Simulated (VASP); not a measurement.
# Mo (Im-3m) in VASP: notebook

One crystal, Mo, is run at these levels: PBE; tasks: single point.

All numbers are computed with VASP 6.6.1; they aren't measurements. Logs are shortened: lines on timing, memory, paths and dates and some standing lists are left out, and cuts for length are marked.

**1. The structure**

Symmetry: Im-3m, No. 229, cubic system. Conventional cell: a = 3.168 Å, b = 3.168 Å, c = 3.168 Å, α = 90.00°, β = 90.00°, γ = 90.00°. Mo (site symmetry m-3m) is surrounded by 8 Mo at 2.74 Å.

**2. Single point, PBE**

Contents of INCAR:

```
ADDGRID = F
ALGO = Normal
EDIFF = 1E-7
ENCUT = 400
GGA = PE
ISIF = 2
ISMEAR = 1
LASPH = T
LCHARG = F
LREAL = F
LWAVE = F
NBANDS = 13
NELM = 100
PREC = Accurate
SIGMA = 0.2
```

Contents of KPOINTS:

```
k-points
0
Gamma
  11 11 11
```

Contents of POSCAR:

```
Mo
1.0
   -1.6018940000      1.6123050000      1.5868230000
    1.5840600000     -1.5829550000      1.5396390000
    1.5998790000      1.5809390000     -1.5574730000
Mo
1
Direct
   -0.0100820000     -0.0008690000      0.0196120000
```

Potentials or basis: VASP PAW PBE potentials, release 64 (Mo_sv).

Run with:

```sh
$ cat potpaw_PBE.64/Mo_sv/POTCAR > POTCAR
$ mpirun -np 1 vasp_std > vasp.out
```

OUTCAR:

```text
EDIFF = 1E-7
   ENCUT = 400
   GGA = PE
   ISIF = 2
   ISMEAR = 1
   LASPH = T
   LREAL = F
   NELM = 100
   PREC = Accurate

 Found    666 irreducible k-points:

 Following reciprocal coordinates:
            Coordinates               Weight
  0.000000  0.000000  0.000000      1.000000
  0.090909 -0.000000  0.000000      2.000000
  0.181818 -0.000000  0.000000      2.000000
  0.272727 -0.000000  0.000000      2.000000
  0.363636  0.000000  0.000000      2.000000
  0.454545  0.000000  0.000000      2.000000
   k-points           NKPTS =    666   k-points in BZ     NKDIM =    666   number of bands    NBANDS=     13
   number of dos      NEDOS =    301   number of ions     NIONS =      1
   total plane-waves  NPLWV =   5832
   dimension x,y,z NGX =    18 NGY =   18 NGZ =   18
   dimension x,y,z NGXF=    36 NGYF=   36 NGZF=   36
   ions per type =               1
   NGX,Y,Z   is equivalent  to a cutoff of  10.80, 11.01, 10.94 a.u.
   NGXF,Y,Z  is equivalent  to a cutoff of  21.59, 22.02, 21.88 a.u.
 SYSTEM =  unknown system
   PREC   = accura    normal or accurate (medium, high low for compatibility)
   ISTART =      0    job   : 0-new  1-cont  2-samecut
   ICHARG =      2    charge: 1-file 2-atom 10-const
   ISPIN  =      1    spin polarized calculation?
   LNONCOLLINEAR =      F non collinear calculations
   LSORBIT =      F    spin-orbit coupling
   LASPH  =      T    aspherical Exc in radial PAW
   ENCUT  =  400.0 eV  29.40 Ry    5.42 a.u.   4.52  4.43  4.46*2*pi/ulx,y,z
   NELM   =    100;   NELMIN=  2; NELMDL= -5     # of ELM steps
   EDIFF  = 0.1E-06   stopping-criterion for ELM
   LREAL  =      F    real-space projection
   EDIFFG = 0.1E-05   stopping-criterion for IOM
   NSW    =      0    number of steps for IOM
   IBRION =     -1    ionic relax: 0-MD 1-quasi-New 2-CG
   NFREE  =      0    steps in history (QN), initial steepest desc. (CG)
   ISIF   =      2    stress and relaxation
   ISYM   =      2    0-nonsym 1-usesym 2-fastsym
   POTIM  = 0.5000    time-step for ionic-motion
   TEBEG  =    0.0;   TEEND  =   0.0 temperature during run
   PSTRESS=    0.0 pullay stress
   NELECT =      14.0000    total number of electrons
   NUPDOWN=      -1.0000    fix difference up-down
   EMIN   =  10.00;   EMAX   =-10.00  energy-range for DOS
   EFERMI =   0.00;   METHOD = LEGACY
   ISMEAR =     1;   SIGMA  =   0.20  broadening in eV -4-tet -1-fermi 0-gaus
   EFERMI_NEDOS =   21; number of points for ismear=-14 and -15
   IALGO  =     38    algorithm
   IMIX   =      4    mixing-type and parameters
     AMIX     =   0.40;   BMIX     =  1.00
     AMIX_MAG =   1.60;   BMIX_MAG =  1.00
  volume/ion in A,a.u.               =      15.89       107.24
  Fermi-wavevector in a.u.,A,eV,Ry     =   1.569380  2.965697 33.510502  2.462952
  Thomas-Fermi vector in A             =   2.671271
   LORBIT       =      0    0 simple, 1 ext, 2 COOP (PROOUT), +10 PAW based schemes
   GGA     = PE    functional components
   LHFCALC =     F    Hartree Fock is set to
   AEXX    =    0.0000 exact exchange contribution
   IVDW    =     0    specifies the selected vdW correction
   LEPSILON=     F    determine dielectric tensor
   LRPA    =     F    only Hartree local field effects (RPA)
 non-spin polarized calculation
 Methfessel and Paxton  Order N= 1 SIGMA  =   0.20
  energy-cutoff  :      400.00
  volume of cell :       15.89
 maximum number of plane-waves:       313
 NGX is ok and might be reduce to    18
   NGX =  9   NGY =  9   NGZ =  9

 number of electron      13.9999998 magnetization

 Free energy of the ion-electron system (eV)
  ---------------------------------------------------
  ext. energy  EPLUGINS =         0.00000000
  ---------------------------------------------------
  free energy    TOTEN  =       -10.90665612 eV

  energy without entropy =      -10.90404372  energy(sigma->0) =      -10.90578532

 E-fermi :  12.2524     XC(G=0): -13.2970

 val. band max:       12.2519618264   @ k =  -0.1818   0.1818   0.1818
 cond. band min:      12.2595650707   @ k =  -0.2727   0.2727   0.3636
 fundamental gap:      0.0076032443
 Fermi energy:        12.2523900464

 k-point     1 :       0.0000    0.0000    0.0000
  band No.  band energies     occupation
      1     -48.9433      2.00000
      2     -22.2757      2.00000
      3     -22.2498      2.00000
      4     -22.2227      2.00000
      5       5.1502      2.00000
      6      10.7602      2.00000
      7      11.0511      2.00000
      8      11.1824      2.00000
      9      13.8192     -0.00000
     10      14.1161     -0.00000
     11      26.9275      0.00000
     12      27.0286      0.00000
     13      27.4765      0.00000

 k-point     2 :       0.0909   -0.0000    0.0000
  band No.  band energies     occupation
      1     -48.9250      2.00000
      2     -22.3795      2.00000
      3     -22.2838      2.00000
      4     -22.2267      2.00000
      5       5.4993      2.00000
      6      10.6105      2.00000
      7      10.9798      2.00000
      8      11.4652      2.00000
      9      13.7378     -0.00000
     10      14.0038     -0.00000
     11      27.4345      0.00000
     12      27.5950      0.00000
     13      27.8234      0.00000

 k-point     3 :       0.1818   -0.0000    0.0000
  band No.  band energies     occupation
      1     -48.8756      2.00000
      2     -22.6629      2.00000
      3     -22.3698      2.00000
      4     -22.2320      2.00000
      5       6.3972      2.00000
      6      10.1622      2.00000
      7      10.7436      2.00000
      8      12.3824      0.11766
      9      13.5609     -0.00000
     10      14.0406     -0.00000
     11      27.7243      0.00000
     12      28.5753      0.00000
     13      29.2927      0.00000

 k-point     4 :       0.2727   -0.0000    0.0000
  band No.  band energies     occupation
      1     -48.8103      2.00000
      2     -23.0237      2.00000
      3     -22.4808      2.00000
      4     -22.2391      2.00000
      5       7.2391      2.00000
      6       9.6222      2.00000
      7      10.8501      2.00000
      8      13.7033     -0.00000
      9      13.7989     -0.00000
     10      14.2359     -0.00000
     11      26.8216      0.00000
     12      27.8076      0.00000
     13      31.7340      0.00000

 k-point     5 :       0.3636    0.0000    0.0000
  band No.  band energies     occupation
      1     -48.7496      2.00000
      2     -23.3443      2.00000
      3     -22.5809      2.00000
      4     -22.2455      2.00000
      5       7.3264      2.00000
      6       9.1746      2.00000
      7      12.0477      2.05479
      8      14.0133     -0.00000
      9      14.5231     -0.00000
     10      15.4327     -0.00000
     11      25.3652      0.00000
     12      25.6908      0.00000
     13      31.8491      0.00000

 k-point     6 :       0.4545    0.0000    0.0000
  band No.  band energies     occupation
      1     -48.7131      2.00000
      2     -23.5299      2.00000
      3     -22.6393      2.00000
      4     -22.2492      2.00000
      5       7.1416      2.00000
      6       8.9273      2.00000
      7      13.4805     -0.00000
      8      14.1594     -0.00000
      9      14.7558     -0.00000
     10      16.6791      0.00000
     11      23.8329      0.00000
     12      24.5071      0.00000
     13      29.7346      0.00000

 [... further k-points ...]

------------------------ aborting loop because EDIFF is reached ----------------------------------------

  FORCE on cell =-STRESS in cart. coord.  units (eV):
  Direction    XX          YY          ZZ          XY          YZ          ZX
  --------------------------------------------------------------------------------------
  -------------------------------------------------------------------------------------
  Total       -0.2784881     -0.3532928      0.1553646      0.0033780     -0.0806109      0.0467086
  in kB      -28.0768729    -35.6185970     15.6636899      0.3405643     -8.1270995      4.7091146
  external PRESSURE =     -16.0105933 kB  Pullay stress =       0.0000000 kB

 VOLUME and BASIS-vectors are now :
 -----------------------------------------------------------------------------
  energy-cutoff  :      400.00
  volume of cell :       15.89
      direct lattice vectors                 reciprocal lattice vectors
    -1.601894000  1.612305000  1.586823000     0.001971750  0.310249238  0.316949110
     1.584060000 -1.582955000  1.539639000     0.315876418 -0.002757309  0.321678072
     1.599879000  1.580939000 -1.557473000     0.314268351  0.313370033 -0.001149142

 POSITION                                       TOTAL-FORCE (eV/Angst)
 -----------------------------------------------------------------------------------
      0.02832      0.04548      3.07858         0.000000     -0.000000      0.000000
 -----------------------------------------------------------------------------------
    total drift:                               -0.000001      0.000011     -0.000010

  FREE ENERGIE OF THE ION-ELECTRON SYSTEM (eV)
  ---------------------------------------------------
  free  energy   TOTEN  =       -10.9066561157 eV

  energy  without entropy=      -10.9040437231  energy(sigma->0) =      -10.90578532
```

Run time: 34 s. Hardware: 1 thread of Intel Xeon 6975P-C (Granite Rapids), shared host; peak memory 0.19 GiB.

These settings aren't checked as converged: the numbers below hold their error.

Results:

```yaml
Free_energy: -10.9067 eV
Pressure: -1.6 GPa
Band_gap_on_the_k_mesh: none (metal or under the smearing width)
```

**3. Single point, PBE**

Edit INCAR of step 2 so:

```diff
@@ -3,3 +3,3 @@
 EDIFF = 1E-7
-ENCUT = 400
+ENCUT = 300
 GGA = PE
```

Contents of KPOINTS:

```
k-points
0
Gamma
  13 13 13
```

Contents of POSCAR:

```
Mo
1.0
   -1.5838089719      1.5838089719      1.5838089719
    1.5838089719     -1.5838089719      1.5838089719
    1.5838089719      1.5838089719     -1.5838089719
Mo
1
Direct
    0.0000000000      0.0000000000      0.0000000000
```

Potentials or basis: VASP PAW PBE potentials, release 64 (Mo_sv).

Run with:

```sh
$ cat potpaw_PBE.64/Mo_sv/POTCAR > POTCAR
$ mpirun -np 1 vasp_std > vasp.out
```

Wall time 4.3 s (1 thread of Intel Xeon 6975P-C (Granite Rapids), shared host); peak memory 0.11 GiB.

The run converged, but some of its settings lie outside the range that counts as converged, so its numbers aren't taken as properties of the crystal.

Results:

| Quantity | Value |
| --- | --- |
| Free energy | -10.9368 eV |
| Pressure | -1.8 GPa |
| Band gap on the k mesh | none (metal or under the smearing width) |

Caveat: the cutoff is under 1.25 times the usual one of these potentials, so pressure, stress and relaxed cells hold a basis-set (Pulay) error.

**4. Single point, PBE**

INCAR is that of step 3.

KPOINTS is that of step 3.

Contents of POSCAR:

```
Mo
1.0
   -1.6018940000      1.6123050000      1.5868230000
    1.5840600000     -1.5829550000      1.5396390000
    1.5998790000      1.5809390000     -1.5574730000
Mo
1
Direct
   -0.0100820000     -0.0008690000      0.0196120000
```

Run with:

```sh
$ cat potpaw_PBE.64/Mo_sv/POTCAR > POTCAR
$ mpirun -np 1 vasp_std > vasp.out
```

Wall time 19 s (1 thread of Intel Xeon 6975P-C (Granite Rapids), shared host); peak memory 0.19 GiB.

The run converged, but some of its settings lie outside the range that counts as converged, so its numbers aren't taken as properties of the crystal.

Results:

```
Free energy            : -10.9313 eV
Pressure               : -1.6 GPa
Band gap on the k mesh : none (metal or under the smearing width)
```

Caveat: the cutoff is under 1.25 times the usual one of these potentials, so pressure, stress and relaxed cells hold a basis-set (Pulay) error.

**5. The reference run**

An earlier run on the cell as given: functional PBE; potentials or basis VASP PAW PBE potentials, release 64 (Mo_sv); cutoff 520 eV; k mesh 12 × 12 × 12; occupations fermi-dirac, width 0.05 eV; no spin polarisation.

- Pressure: -1.4 GPa
- Band gap on the k mesh: none (metal or under the smearing width)
